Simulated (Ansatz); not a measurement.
Here is an Ansatz 0.2.0 calculation.

Contents of input.yaml:

```yaml
crystal:
  lattice:
    - [3.811, 0.0, 0.0]
    - [-1.9055, 3.3004228138, 0.0]
    - [0.0, 0.0, 6.234]
  atoms:
    - { symbol: Zn, position: [0.6666666667, 0.3333333333, 0.5] }
    - { symbol: Zn, position: [0.3333333333, 0.6666666667, 0.0] }
    - { symbol: S, position: [0.6666666667, 0.3333333333, 0.885] }
    - { symbol: S, position: [0.3333333333, 0.6666666667, 0.385] }
hamiltonian:
  xc: pbe
  pseudopotentials: { kind: paw }
kpoints:
  mp_grid: { grid: [8, 8, 5] }
scf:
  occupations: { method: fermi_dirac, width: 0.05 }
basis:
  ecutwfc: "250 eV"
output:
  forces: true
  stress: true
  eigenvalues: true
  write_density: true
  write_potential: true
  elf: true
  volumetric_format: npy
```

Potentials or basis: Ansatz PAW.

The run is started by

```sh
$ ansatz run input.yaml --threads 2 --pin off --max-ram 5120MiB --backend cpu --events-out ev --progress --plain --runs-dir out
```

**Question.** Estimate the pressure.

**Answer.** 3.2 GPa.

**Question.** Predict the largest force.

**Answer.** 0.312 eV/Å.

**Question.** Estimate the band gap on the k mesh.

**Answer.** 2.34 eV, direct.

Stress tensor (GPa, compression positive):
```
3.95 0.00 0.00
0.00 3.95 0.00
0.00 0.00 1.77
```

Caveat: odd divisions of the mesh miss points on the zone boundary, where band edges often lie, so the gap on the mesh can be too wide; the pressure holds a Pulay correction of +31.4 GPa for the finite cutoff; the cutoff lies under the one recommended for these potentials.

**Experimental background.**

A printed reference work, monograph reports, for a bulk crystal of ZnS at 4 K: band gap 3.911 eV (direct).

Measured gap of ZnS: 3.911 eV (direct; 4 K; a printed reference work, monograph). This calculation gives 2.34 eV (-1.57 eV). The value is that of PBE, without temperature or zero-point motion. Semilocal functionals fall short of measured gaps as a rule.
